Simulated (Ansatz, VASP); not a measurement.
**Au in VASP and in Ansatz**

The input INCAR:

```
ALGO = Normal
EDIFF = 1E-7
EDIFFG = -0.02
ENCUT = 600
GGA = PS
IBRION = 2
ISIF = 3
ISMEAR = -1
IVDW = 13
LASPH = T
LCHARG = F
LREAL = F
LWAVE = F
NELM = 80
NSW = 80
PREC = Accurate
SIGMA = 0.05
```

File KPOINTS:

```
k-points
0
Gamma
  11 11 11
```

File POSCAR:

```
Au
1.0
    0.0000000000      2.0350000000      2.0350000000
    2.0350000000      0.0000000000      2.0350000000
    2.0350000000      2.0350000000      0.0000000000
Au
1
Direct
    0.0000000000      0.0000000000      0.0000000000
```

input.yaml

```yaml
crystal:
  lattice:
    - [0.0, 2.035, 2.035]
    - [2.035, 0.0, 2.035]
    - [2.035, 2.035, 0.0]
  atoms:
    - { symbol: Au, position: [0.0, 0.0, 0.0] }
kpoints:
  mp_grid: { grid: [11, 11, 11] }
scf:
  occupations: { method: fermi_dirac, width: 0.05 }
hamiltonian:
  xc: pbesol
  dispersion: d4
  pseudopotentials: { kind: all_electron, lapw: { basis_error: 0.001 } }
output:
  forces: true
  stress: true
relax:
  f_tol: 0.02
  max_steps: 60
  cell: {}
```

Alike in both runs: task relaxation of cell and atoms; functional PBEsol; dispersion D4; k mesh 11 × 11 × 11; occupations fermi-dirac, width 0.05 eV; no spin polarisation.

|  | VASP | Ansatz |
| --- | --- | --- |
| version | VASP 6.6.1 | Ansatz 0.2.0 |
| potentials or method | VASP PAW PBE potentials, release 64 (Au) | all-electron LAPW, scalar-relativistic |
| plane-wave cutoff (eV) | 600 | see its input |

VASP gave:

| Property | Result |
| --- | --- |
| relaxed volume (Å³/atom) | 16.67 |
| relaxed cell length with the largest relative difference (Å) | 2.867 |
| energy change over the relaxation (meV/atom) | -1 |

Estimate Ansatz's values.

relaxed volume (Å³/atom): 16.69; relaxed cell length with the largest relative difference (Å): 2.868; energy change over the relaxation (meV/atom): -1.

Ansatz ran all-electron here, so the differences hold the error of VASP's frozen core and of both bases.

Caveats: the PAW data sets were made with another functional, which shifts forces and pressure a little (VASP); pairwise dispersion overbinds metals, which lowers pressure and volume (VASP). Spin-orbit coupling is left out, which matters for the levels of Au.
